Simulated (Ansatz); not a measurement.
Structures of ZrN₂: which is lowest?

Plane-wave DFT in Ansatz with scalar-relativistic PAW potentials, cutoff 420 eV, Γ-centred meshes chosen by cell and gap, Gaussian smearing with energies taken to zero width. Every cell was relaxed (cell and atoms) in a run of its own, within the symmetry of its start. Functional: PBE.

Relaxed structures (starts from databases or built by putting these elements on another compound's sites):
A. I4_1/amd, 6 atoms in the computed cell, a = 4.200 Å, c = 10.555 Å; sites (symmetry × multiplicity) Zr -4m2 × 4, N 2mm. × 8; start: built
B. P4_2/nmc, 6 atoms in the computed cell, a = 4.094 Å, c = 4.053 Å; sites (symmetry × multiplicity) Zr -4m2 × 2, N 2mm. × 4; start: built

**Question.** Rank them by energy. Could pressure change the order?

**Answer.**
```csv
structure,group,E − E(lowest) (meV/atom),V (Å³/atom),gap on mesh (eV)
B,P4_2/nmc,0.0,11.32,0.00
A,I4_1/amd,399,15.52,0.00
```

B is lowest, 399 meV/atom under A. The lowest is also the densest of these, so pressure wouldn't bring one of the others in at first order. Other structures may lie lower than all of these, and vibrations aren't counted.